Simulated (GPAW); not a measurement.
Here is a GPAW 26.7.0 calculation.

File run.py:

```python
from ase import Atoms
from ase.calculators.mixing import SumCalculator
from ase.filters import FrechetCellFilter
from ase.io import write
from ase.optimize import BFGS
from dftd3.ase import DFTD3
from gpaw import GPAW, PW, setup_paths

setup_paths.insert(0, '.')

atoms = Atoms(['Ge', 'Mg', 'Mg', 'Mg', 'Mg', 'Mg'],
              cell=[[0.0, 4.096763, 4.096763],
                    [4.096763, 0.0, 4.096763],
                    [4.096763, 4.096763, 0.0]],
              scaled_positions=[[0.0, 0.0, 0.0],
                                [0.625165, 0.124505, 0.625165],
                                [0.625165, 0.625165, 0.124505],
                                [0.625165, 0.625165, 0.625165],
                                [0.124505, 0.625165, 0.625165],
                                [0.25, 0.25, 0.25]],
              pbc=True)

calc = GPAW(mode=PW(800),
            xc='PBEsol',
            kpts={'size': (4, 4, 4), 'gamma': True},
            occupations={'name': 'fermi-dirac', 'width': 0.05},
            nbands=44,
            convergence={'density': 1e-05, 'forces': 0.0001},
            maxiter=150,
            txt='gpaw.txt')
atoms.calc = SumCalculator([calc, DFTD3(method='pbesol', damping='d3bj')])
opt = BFGS(FrechetCellFilter(atoms), trajectory='relax.traj', logfile='-')
done = opt.run(fmax=0.02, steps=60)
calc.write('gs.gpw')
write('result.traj', atoms)
print('Converged:', done)
print('Cell:', atoms.cell.cellpar().round(4))
print('Volume:', round(atoms.get_volume(), 4))
print(atoms.get_scaled_positions().round(5))
```

Potentials or basis: PAW data sets generated in the run's folder for this functional, pw.

Run with:

```console
$ gpaw-setup -f PBEsol Ge Mg
$ OMP_NUM_THREADS=1 python run.py
```

Problem. What does it give for the dispersion energy per atom?

Solution. -0.274 eV.

Problem. What does it give for the relaxed cell?

Solution. a = 5.760 Å, b = 5.760 Å, c = 5.760 Å, α = 60.00°, β = 60.00°, γ = 60.00°.

Problem. Predict the relaxed volume.

Solution. 22.53 Å³/atom.

Step by step:
```tsv
step	energy change (eV)	largest force (eV/Å)	pressure (GPa)	volume (Å³)
1	0.0000	0.0062	-1.91	137.52
2	-0.0030	0.0084	-1.74	137.25
3	-0.0138	0.0321	0.36	134.60
4	-0.0146	0.0245	0.08	135.03
5	-0.0147	0.0174	-0.02	135.15
```

Caveat: later steps reuse the first step's grids; pairwise dispersion overbinds metals, which lowers pressure and volume.
